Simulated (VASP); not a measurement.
# W2C3: relaxation of cell and atoms with PBE

Crystal: W2C3.

```
CELL_PARAMETERS angstrom
4.19562 0.00000 0.00000
0.00000 4.19562 0.00000
0.00000 0.00000 4.19562
ATOMIC_POSITIONS crystal
W 0.00000 0.00000 0.00000
W 0.50000 0.50000 0.50000
C 0.00000 0.50000 0.50000
C 0.50000 0.00000 0.50000
C 0.50000 0.50000 0.00000
```

The cell was built by a generator and needn't be a form met in nature.

- Program: VASP 6.6.1
- Task: relaxation of cell and atoms
- Functional: PBE
- Potentials or basis: VASP PAW PBE potentials, release 64 (W_sv, C)
- Cutoff: 520 eV
- k mesh: 4 × 4 × 4
- Occupations: gaussian, width 0.15 eV
- Spin: no spin polarisation
- Further INCAR settings: PREC = Normal; ALGO = Fast; EDIFF = 0.0001; IBRION = 2; EDIFFG = -0.08; NSW = 24; ISIF = 3

- Relaxed volume: 12.56 Å³/atom
- Relaxed cell: a = 3.975 Å, b = 3.975 Å, c = 3.975 Å, α = 90.00°, β = 90.00°, γ = 90.00°
- Space group after relaxing (to 0.05 Å): Pm-3m (No. 221)
- Energy gained by relaxing: 197.1 meV/atom
- Ionic steps: 4
- Pressure after relaxing: -0.6 GPa
- Band gap on the k mesh: none (metal or under the smearing width)

Step by step:
```csv
step,energy change (eV),largest force (eV/Å),pressure (GPa),volume (Å³)
1,0.0000,0.0000,-24.97,73.86
2,0.6113,0.0000,55.27,51.88
3,-0.9837,0.0000,-1.08,63.10
4,-0.9853,0.0000,-0.60,62.82
```

Final structure:
```yaml
crystal:
  lattice:
    - [3.97532, 0.00000, 0.00000]
    - [0.00000, 3.97532, 0.00000]
    - [0.00000, 0.00000, 3.97532]
  atoms:
    - { symbol: W, position: [0.00000, 0.00000, 0.00000] }
    - { symbol: W, position: [0.50000, 0.50000, 0.50000] }
    - { symbol: C, position: [0.00000, 0.50000, 0.50000] }
    - { symbol: C, position: [0.50000, 0.00000, 0.50000] }
    - { symbol: C, position: [0.50000, 0.50000, 0.00000] }
```

Levels at points of the mesh, in eV from the Fermi level:
| k point | band 17 | band 18 | band 19 | band 20 | band 21 | band 22 | band 23 | band 24 |
| --- | --- | --- | --- | --- | --- | --- | --- | --- |
| (0.00, 0.00, 0.00) | -1.45 | -0.89 | 0.04 | 0.04 | 0.04 | 1.64 | 1.64 | 1.64 |
| (0.50, 0.00, 0.00) | -3.33 | -2.61 | -0.30 | -0.19 | 0.38 | 0.85 | 0.85 | 2.98 |
| (0.50, 0.50, 0.00) | -1.29 | -1.29 | -0.20 | -0.19 | -0.08 | 0.73 | 1.53 | 1.53 |
| (0.50, 0.50, 0.50) | -5.29 | 0.42 | 0.42 | 0.48 | 0.68 | 0.68 | 0.68 | 2.27 |

Run time: 21 s on 1 thread of AMD EPYC 9R45 96-Core Processor (Zen 5), with other jobs on the host, peak memory 0.12 GiB.

Caveat: the k mesh is coarse (spacing up to 0.37 Å⁻¹), so the values aren't converged; the relaxation stopped at a loose force limit of 0.08 eV/Å, so its end isn't a converged minimum. Spin-orbit coupling is left out, which matters for the levels of W.
